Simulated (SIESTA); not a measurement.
# SiNi (Pnma) in SIESTA: further runs, part 2 of 2

SIESTA 5.4.2. The steps go on from the part before.

## (3) Single point, LDA, collinear spin, ferromagnetic start, 11.37 Å³/atom

SiNi.fdf

```
SystemName                      SiNi
SystemLabel                     SiNi
NumberOfSpecies                 2
NumberOfAtoms                   8
%block ChemicalSpeciesLabel
  1  28 Ni
  2  14 Si
%endblock ChemicalSpeciesLabel

LatticeConstant                 1.0 Ang
%block LatticeVectors
     5.0674968990     0.0000000000     0.0000000000
     0.0000000000     3.2699563895     0.0000000000
     0.0000000000     0.0000000000     5.4904821807
%endblock LatticeVectors
AtomicCoordinatesFormat         Fractional
%block AtomicCoordinatesAndAtomicSpecies
     0.9922100000     0.7500000000     0.8124800000  1  Ni
     0.5077900000     0.2500000000     0.3124800000  1  Ni
     0.4922100000     0.7500000000     0.6875200000  1  Ni
     0.0077900000     0.2500000000     0.1875200000  1  Ni
     0.6787200000     0.2500000000     0.9175000000  2  Si
     0.8212800000     0.7500000000     0.4175000000  2  Si
     0.1787200000     0.2500000000     0.5825000000  2  Si
     0.3212800000     0.7500000000     0.0825000000  2  Si
%endblock AtomicCoordinatesAndAtomicSpecies

%block kgrid.MonkhorstPack
    4   0   0  0.0
    0   6   0  0.0
    0   0   4  0.0
%endblock kgrid.MonkhorstPack
XC.Functional                   LDA
XC.Authors                      PW92
PAO.BasisSize                   DZP
PAO.EnergyShift                 0.003 Ry
Mesh.Cutoff                     800 Ry
Spin                            polarized
%block DM.InitSpin
    1   1.000
    2   1.000
    3   1.000
    4   1.000
    5   0.000
    6   0.000
    7   0.000
    8   0.000
%endblock DM.InitSpin
OccupationFunction              FD
ElectronicTemperature           0.05 eV
MaxSCFIterations                200
SCF.MustConverge                false
SCF.Mixer.Method                Pulay
SCF.Mixer.Weight                0.1
SCF.Mixer.History               10
SCF.DM.Tolerance                5.0e-05
SCF.H.Tolerance                 1.0e-03 eV
WriteForces                     true
Charge.Mulliken                 end
%block PAO.Basis
  Ni 5
  n=3 0 2
    2.442 0.000
  n=4 0 2
    7.025 0.000
  n=3 1 2
    2.721 0.000
  n=4 1 1
    7.025
  n=3 2 2
    4.458 0.000
%endblock PAO.Basis
```

Potentials or basis: PseudoDojo 0.4 standard (LDA files), DZP (energy shift 0.003 Ry; two zetas on semicore shells).

On the command line:

```sh
$ siesta < SiNi.fdf > SiNi.out 2>&1
```

SiNi.out:

```text
Version         : 5.4.2

[... 6 lines left out ...]
 NOTE: Please see the manual for full details and compatibility measures.

reinit: Reading from standard input
reinit: Dumping input in INPUT_TMP.90514
************************** Dump of input data file ****************************
SystemName                      SiNi
SystemLabel                     SiNi
NumberOfSpecies                 2
NumberOfAtoms                   8
%block ChemicalSpeciesLabel
  1  28 Ni
  2  14 Si
%endblock ChemicalSpeciesLabel
LatticeConstant                 1.0 Ang
%block LatticeVectors
     5.0674968990     0.0000000000     0.0000000000
     0.0000000000     3.2699563895     0.0000000000
     0.0000000000     0.0000000000     5.4904821807
%endblock LatticeVectors
AtomicCoordinatesFormat         Fractional
%block AtomicCoordinatesAndAtomicSpecies
     0.9922100000     0.7500000000     0.8124800000  1  Ni
     0.5077900000     0.2500000000     0.3124800000  1  Ni
     0.4922100000     0.7500000000     0.6875200000  1  Ni
[... 833 lines left out ...]
               3dxz    3dx2-y2 3dxy    3dyz    3dz2    3dxz    3dx2-y2
   1  8.761   0.962   0.015  -0.283   0.164   0.991   0.990   0.991   0.016
              0.016   0.016   0.168   0.187   0.186   0.963   0.939   0.988

              0.979   1.002  -0.099  -0.106  -0.108  -0.104  -0.111
   2  8.761   0.962   0.015  -0.283   0.164   0.991   0.990   0.991   0.016
              0.016   0.016   0.168   0.187   0.186   0.963   0.939   0.988
[... 5 lines left out ...]
              0.979   1.002  -0.099  -0.106  -0.108  -0.104  -0.111
   4  8.761   0.962   0.015  -0.283   0.164   0.991   0.990   0.991   0.016
              0.016   0.016   0.168   0.187   0.186   0.963   0.939   0.988

              0.979   1.002  -0.099  -0.106  -0.108  -0.104  -0.111

Species: Si
Atom  Qatom  Qorb
               3s      3s      3py     3pz     3px     3py     3pz     3px
               3Pdxy   3Pdyz   3Pdz2   3Pdxz   3Pdx2-y2
   5  2.239   0.553   0.100   0.206   0.331   0.176   0.169   0.103   0.197
              0.093   0.075   0.080   0.082   0.073
   6  2.239   0.553   0.100   0.206   0.331   0.176   0.169   0.103   0.197
              0.093   0.075   0.080   0.082   0.073
   7  2.239   0.553   0.100   0.206   0.331   0.176   0.169   0.103   0.197
              0.093   0.075   0.080   0.082   0.073
   8  2.239   0.553   0.100   0.206   0.331   0.176   0.169   0.103   0.197
              0.093   0.075   0.080   0.082   0.073

mulliken: Qtot =       44.000

Mulliken Atomic Populations:
Atom #   charge [q] valence [e]      Sz [e]  Species
     1     0.477877   17.522123    0.000001  Ni
     2     0.477877   17.522123    0.000001  Ni
     3     0.477877   17.522123    0.000001  Ni
     4     0.477877   17.522123    0.000001  Ni
     5    -0.477877    4.477877   -0.000005  Si
     6    -0.477877    4.477877   -0.000005  Si
     7    -0.477877    4.477877   -0.000005  Si
     8    -0.477877    4.477877   -0.000005  Si
 Total    -0.000000               -0.000015

Job completed
```

Wall time 5.4 min (1 thread of AMD EPYC 9R45 (Zen 5), shared host); peak memory 0.83 GiB.

What came out:

```
Free energy            : -18716.5914 eV
Pressure               : 2.9 GPa
Largest force          : 0.164 eV/Å
Band gap on the k mesh : none (metal or under the smearing width)
Net moment             : 0.00 μB per cell
```

Caveat: short orbitals over semicore shells can move pressures by several GPa; the basis of atomic orbitals isn't converged, which shifts pressures, moduli and gaps.

## (4) Single point, LDA, collinear spin, ferromagnetic start, 11.61 Å³/atom

Changes to SiNi.fdf since step 3:

```diff
@@ -11,5 +11,5 @@
 %block LatticeVectors
-     5.0674968990     0.0000000000     0.0000000000
-     0.0000000000     3.2699563895     0.0000000000
-     0.0000000000     0.0000000000     5.4904821807
+     5.1031846727     0.0000000000     0.0000000000
+     0.0000000000     3.2929850101     0.0000000000
+     0.0000000000     0.0000000000     5.5291488222
 %endblock LatticeVectors
```

On the command line:

```sh
$ siesta SiNi.fdf > SiNi.out 2>&1
```

Wall time 5.1 min (1 thread of AMD EPYC 9R45 (Zen 5), shared host); peak memory 0.81 GiB.

The run converged. Its results:

* Free energy: -18716.5994 eV
* Pressure: -1.5 GPa
* Largest force: 0.113 eV/Å
* Band gap on the k mesh: none (metal or under the smearing width)
* Net moment: 0.00 μB per cell

Caveat: short orbitals over semicore shells can move pressures by several GPa; the basis of atomic orbitals isn't converged, which shifts pressures, moduli and gaps.

## (5) Single point, LDA, collinear spin, ferromagnetic start, 11.86 Å³/atom

Changes to SiNi.fdf since step 4:

```diff
@@ -11,5 +11,5 @@
 %block LatticeVectors
-     5.1031846727     0.0000000000     0.0000000000
-     0.0000000000     3.2929850101     0.0000000000
-     0.0000000000     0.0000000000     5.5291488222
+     5.1383801619     0.0000000000     0.0000000000
+     0.0000000000     3.3156959692     0.0000000000
+     0.0000000000     0.0000000000     5.5672820880
 %endblock LatticeVectors
```

On the command line:

```sh
$ siesta SiNi.fdf > SiNi.out 2>&1
```

It took 4.9 min on 1 thread of AMD EPYC 9R45 (Zen 5), shared host; peak memory 0.8 GiB.

The run converged. Its results:

| Item | Value |
| --- | --- |
| Free energy | -18716.5561 eV |
| Pressure | -5.5 GPa |
| Largest force | 0.120 eV/Å |
| Band gap on the k mesh | none (metal or under the smearing width) |
| Net moment | 0.00 μB per cell |

Caveat: short orbitals over semicore shells can move pressures by several GPa; the basis of atomic orbitals isn't converged, which shifts pressures, moduli and gaps.

## (6) Single point, LDA, collinear spin, ferromagnetic start, 12.10 Å³/atom

Changes to SiNi.fdf since step 5:

```diff
@@ -11,5 +11,5 @@
 %block LatticeVectors
-     5.1383801619     0.0000000000     0.0000000000
-     0.0000000000     3.3156959692     0.0000000000
-     0.0000000000     0.0000000000     5.5672820880
+     5.1731000000     0.0000000000     0.0000000000
+     0.0000000000     3.3381000000     0.0000000000
+     0.0000000000     0.0000000000     5.6049000000
 %endblock LatticeVectors
```

Potentials or basis: PseudoDojo 0.4 standard (LDA files), DZP (energy shift 0.003 Ry; two zetas on semicore shells).

On the command line:

```sh
$ siesta < SiNi.fdf > SiNi.out 2>&1
```

Wall time 4.5 min (1 thread of AMD EPYC 9R45 (Zen 5), shared host); peak memory 0.79 GiB.

The run converged. Its results:

```
Free energy            : -18716.4673 eV
Pressure               : -9.1 GPa
Largest force          : 0.134 eV/Å
Band gap on the k mesh : none (metal or under the smearing width)
Net moment             : 0.00 μB per cell
```

Caveat: short orbitals over semicore shells can move pressures by several GPa; the basis of atomic orbitals isn't converged, which shifts pressures, moduli and gaps.

## (7) Single point, LDA, collinear spin, ferromagnetic start, 12.34 Å³/atom

Changes to SiNi.fdf since step 6:

```diff
@@ -11,5 +11,5 @@
 %block LatticeVectors
-     5.1731000000     0.0000000000     0.0000000000
-     0.0000000000     3.3381000000     0.0000000000
-     0.0000000000     0.0000000000     5.6049000000
+     5.2073599388     0.0000000000     0.0000000000
+     0.0000000000     3.3602072668     0.0000000000
+     0.0000000000     0.0000000000     5.6420196248
 %endblock LatticeVectors
```

On the command line:

```sh
$ siesta < SiNi.fdf > SiNi.out 2>&1
```

Run time: 4.8 min. Hardware: 1 thread of AMD EPYC 9R45 (Zen 5), shared host; peak memory 0.78 GiB.

Results (log left out):

```
Free energy            : -18716.3382 eV
Pressure               : -12.2 GPa
Largest force          : 0.151 eV/Å
Band gap on the k mesh : none (metal or under the smearing width)
Net moment             : 0.00 μB per cell
```

Caveat: short orbitals over semicore shells can move pressures by several GPa; the basis of atomic orbitals isn't converged, which shifts pressures, moduli and gaps.

## (8) Single point, LDA, collinear spin, ferromagnetic start, 12.58 Å³/atom

Changes to SiNi.fdf since step 7:

```diff
@@ -11,5 +11,5 @@
 %block LatticeVectors
-     5.2073599388     0.0000000000     0.0000000000
-     0.0000000000     3.3602072668     0.0000000000
-     0.0000000000     0.0000000000     5.6420196248
+     5.2411749119     0.0000000000     0.0000000000
+     0.0000000000     3.3820274059     0.0000000000
+     0.0000000000     0.0000000000     5.6786571425
 %endblock LatticeVectors
```

On the command line:

```sh
$ siesta < SiNi.fdf > SiNi.out 2>&1
```

Run time: 5.1 min. Hardware: 1 thread of AMD EPYC 9R45 (Zen 5), shared host; peak memory 0.79 GiB.

The run converged. Its results:

| Item | Value |
| --- | --- |
| Free energy | -18716.1732 eV |
| Pressure | -15.0 GPa |
| Largest force | 0.173 eV/Å |
| Band gap on the k mesh | none (metal or under the smearing width) |
| Net moment | 0.00 μB per cell |

Caveat: short orbitals over semicore shells can move pressures by several GPa; the basis of atomic orbitals isn't converged, which shifts pressures, moduli and gaps.

## (9) Single point, LDA, collinear spin, ferromagnetic start, 12.82 Å³/atom

Changes to SiNi.fdf since step 8:

```diff
@@ -11,5 +11,5 @@
 %block LatticeVectors
-     5.2411749119     0.0000000000     0.0000000000
-     0.0000000000     3.3820274059     0.0000000000
-     0.0000000000     0.0000000000     5.6786571425
+     5.2745590917     0.0000000000     0.0000000000
+     0.0000000000     3.4035695625     0.0000000000
+     0.0000000000     0.0000000000     5.7148279084
 %endblock LatticeVectors
```

Potentials or basis: PseudoDojo 0.4 standard (LDA files), DZP (energy shift 0.003 Ry; two zetas on semicore shells).

On the command line:

```sh
$ siesta SiNi.fdf > SiNi.out 2>&1
```

Run time: 5 min. Hardware: 1 thread of AMD EPYC 9R45 (Zen 5), shared host; peak memory 0.78 GiB.

It converged, with:

```yaml
Free_energy: -18715.9762 eV
Pressure: -17.5 GPa
Largest_force: 0.195 eV/Å
Band_gap_on_the_k_mesh: none (metal or under the smearing width)
Net_moment: 0.00 μB per cell
```

Caveat: short orbitals over semicore shells can move pressures by several GPa; the basis of atomic orbitals isn't converged, which shifts pressures, moduli and gaps.

## (10) Equation of state, LDA, collinear spin, ferromagnetic start

No new run: the results of the series are fitted here.

What came out:

```yaml
Equilibrium_volume: 11.53 Å³/atom
Bulk_modulus_at_fixed_shape_and_positions: 211 GPa
Pressure_derivative_of_the_bulk_modulus: 4.7
```

Energy against volume, from the lowest point:
| volume (Å³/atom) | energy (meV/atom) |
| --- | --- |
| 11.373 | 1.01 |
| 11.614 | 0.00 |
| 11.856 | 5.41 |
| 12.098 | 16.52 |
| 12.340 | 32.66 |
| 12.582 | 53.28 |
| 12.824 | 77.90 |

Caveat: short orbitals over semicore shells can move pressures by several GPa; the cell was scaled at fixed shape and fractional positions, which overstates the stiffness of a crystal with free parameters, most of all of layers and chains; the basis of atomic orbitals isn't converged, which shifts pressures, moduli and gaps.
